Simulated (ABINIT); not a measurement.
GaN: single point with PBE

**Measured values to compare with.**

“Studying electronic properties in GaN without electrical contacts using γ-γ vs e−-γ Perturbed Angular Correlations”, 2019, pmc:6823545 quotes, for a bulk crystal of GaN: band gap 3.503 ± 0.005 eV (direct).

The system is GaN.

```
Ga N
1.0
     3.18000    0.00000    0.00000
    -1.59000    2.75396    0.00000
     0.00000    0.00000    5.16600
Ga N
2 2
Direct
  0.66667 0.33333 0.50000
  0.33333 0.66667 0.00000
  0.66667 0.33333 0.87500
  0.33333 0.66667 0.37500
```

* Program: ABINIT 10.8.3 (patched build)
* Task: single point
* Functional: PBE
* Potentials or basis: SPMS NC PBE v1.0
* Cutoff: 952 eV
* k mesh: 10 × 10 × 5
* Occupations: fermi-dirac, width 0.05 eV
* Spin: no spin polarisation

The pressure is 7.2 GPa and the largest force is 0.137 eV/Å. The band gap on the k mesh is 2.01 eV, direct and the valence electrons inside the program's atomic spheres are Ga 10.89; N 5.28.

Forces in eV/Å, atoms in the order of the input:
```
Ga   0.000  0.000 -0.137
Ga   0.000  0.000 -0.137
N    0.000  0.000  0.137
N    0.000  0.000  0.137
```

Stress tensor (GPa, compression positive):
```
6.50 0.00 0.00
0.00 6.50 0.00
0.00 0.00 8.65
```

Levels at points of the mesh, in eV from the valence-band top:
```csv
k point,band 14,band 15,band 16,band 17,band 18,band 19,band 20,band 21,band 22
"(0.00, 0.00, 0.00)",-1.06,-1.06,-0.06,0.00,0.00,2.01,4.34,9.52,9.97
"(0.50, 0.00, 0.00)",-5.28,-4.26,-2.77,-2.26,-0.98,5.11,5.64,6.10,8.69
```

It took 110 s on 1 thread of Arm Neoverse V1, with other jobs on the host, peak memory 0.11 GiB.

A measured gap of GaN is 3.503 eV (direct; quoted in “Studying electronic properties in GaN without electrical contacts using γ-γ vs e−-γ Perturbed Angular Correlations”, 2019, pmc:6823545); the calculated 2.01 eV misses it by -1.49 eV. Spin-orbit coupling on Ga is left out. The value is that of PBE, without temperature or zero-point motion. Semilocal functionals fall short of measured gaps as a rule.
